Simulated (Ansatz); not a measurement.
## KF, pressure series

Consider KF in the rock salt structure (space group Fm-3m, No. 225; a = 5.421 Å).

Cell and atoms are relaxed at each pressure.

The values are results of Kohn–Sham DFT with the PBE functional, run in Ansatz (a first-principles code) with PAW and 420 eV plane waves, without spin-orbit coupling, not measurements.

| P (GPa) | V (Å³/atom) |
|---|---|
| -1.99 | 21.653 |
| -1.00 | 20.678 |
| 0.30 | 19.714 |
| 0.70 | 19.464 |
| 1.49 | 19.014 |
| 2.99 | 18.303 |
| 4.99 | 17.540 |
| 7.49 | 16.782 |
| 9.99 | 16.169 |

Question: Fit a third-order Birch–Murnaghan equation of state.

Answer: Least squares on P(V) = (3B₀/2)[(V₀/V)^(7/3) − (V₀/V)^(5/3)]·[1 + (3/4)(B₀′ − 4)((V₀/V)^(2/3) − 1)] gives V₀ = 19.91 Å³/atom, B₀ = 29 GPa and B₀′ = 4.8.

Measured bulk modulus of KF: 34.2 GPa (0 K or low temperature; as listed in Klaus Doll, Hermann Stoll, Phys. Rev. B (1997)); the computed value is 15 % below it.

Between the base and pressure 3 GPa the gap moves from 5.96 eV to 6.40 eV, a mean slope of 150 meV/GPa.

Load acts through the strain it causes; cell and atoms are relaxed under it. Whether these cells are dynamically stable was not tested. Competing high-pressure phases were not computed.
